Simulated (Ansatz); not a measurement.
The system is HfO2.

```
CELL_PARAMETERS angstrom
5.21946 0.00000 0.00000
0.00000 5.00476 0.00000
0.00000 0.00000 5.03269
ATOMIC_POSITIONS crystal
Hf 0.96699 0.73252 0.74144
Hf 0.53301 0.73252 0.24144
Hf 0.46699 0.26748 0.74144
Hf 0.03301 0.26748 0.24144
O 0.63213 0.92865 0.87927
O 0.86787 0.92865 0.37927
O 0.23395 0.53988 0.49229
O 0.26605 0.53988 0.99229
O 0.76605 0.46012 0.99229
O 0.73395 0.46012 0.49229
O 0.13213 0.07135 0.87927
O 0.36787 0.07135 0.37927
```

Measurements of this composition are mostly on another form, of space group No. 14.

* Program: Ansatz 0.2.0
* Task: relaxation of cell and atoms
* Functional: PBE
* Dispersion: D3(BJ)
* Potentials or basis: Ansatz PAW
* Cutoff: 420 eV (not typed: the program's choice for these potentials)
* k mesh: 5 × 6 × 5
* Occupations: fermi-dirac, width 0.05 eV
* Spin: no spin polarisation

At the start: volume 10.96 Å³/atom.

Task: How do energy, volume and symmetry change on relaxing?

Result: It ends after 7 steps and the volume is 11.22 Å³/atom (+2.4 %); space group Pca2_1 (No. 29, to 0.05 Å).

The path:
```tsv
step	energy change (eV)	largest force (eV/Å)	volume (Å³)
1	0.0000	0.1174	131.46
2	-0.0366	0.0248	135.12
3	-0.0422	0.0193	134.51
4	-0.0423	0.0071	134.52
5	-0.0602	0.0065	134.52
6	-0.0597	0.0067	134.64
7	-0.0602	0.0067	134.64
```

Final structure:
```
Hf O
1.0
     5.26171    0.00000    0.00000
     0.00000    5.04450    0.00000
     0.00000    0.00000    5.07265
Hf O
4 8
Direct
  0.96724 0.73288 0.74166
  0.53276 0.73288 0.24166
  0.46724 0.26712 0.74166
  0.03276 0.26712 0.24166
  0.63251 0.92938 0.88044
  0.86749 0.92938 0.38044
  0.23279 0.53987 0.49090
  0.26721 0.53987 0.99090
  0.76721 0.46013 0.99090
  0.73279 0.46013 0.49090
  0.13251 0.07062 0.88044
  0.36749 0.07062 0.38044
```

Caveat: the plane-wave basis is chosen anew once the cell has moved, so the energies of steps on either side of that aren't comparable; the pressure holds a Pulay correction of +0.8 GPa for the finite cutoff.
